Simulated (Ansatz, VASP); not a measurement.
LiCl in VASP and in Ansatz

```xyz
2
Lattice="0.0000 2.5648 2.5648 2.5648 0.0000 2.5648 2.5648 2.5648 0.0000" Properties=species:S:1:pos:R:3 pbc="T T T"
Li    0.0000    0.0000    0.0000
Cl    2.5648    2.5648    2.5648
```

Alike in both runs: task single point; functional r2SCAN; k mesh 8 × 8 × 8; occupations gaussian, width 0.05 eV; no spin polarisation.

|  | VASP | Ansatz |
| --- | --- | --- |
| version | VASP 6.6.1 | Ansatz 0.2.0 |
| potentials or method | VASP PAW PBE potentials, release 64 (Li_sv, Cl) | scalar-relativistic, plane waves, PAW |
| plane-wave cutoff (eV) | 520 | 500 |
| valence electrons in the cell | 10 | 10 |

Ansatz gave:

* gap on the k mesh at the Fermi level (eV): 7.23
* least direct gap on the mesh (eV): 7.23

**Question.** What did VASP give for the same quantities?

**Answer.** gap on the k mesh at the Fermi level (eV): 7.30; least direct gap on the mesh (eV): 7.30.

Caveats: the PAW data sets were made with another functional, which shifts forces and pressure a little (VASP). r2SCAN opens gaps a little over a GGA but as a rule still falls short of measured ones. A k mesh can miss the band edges.
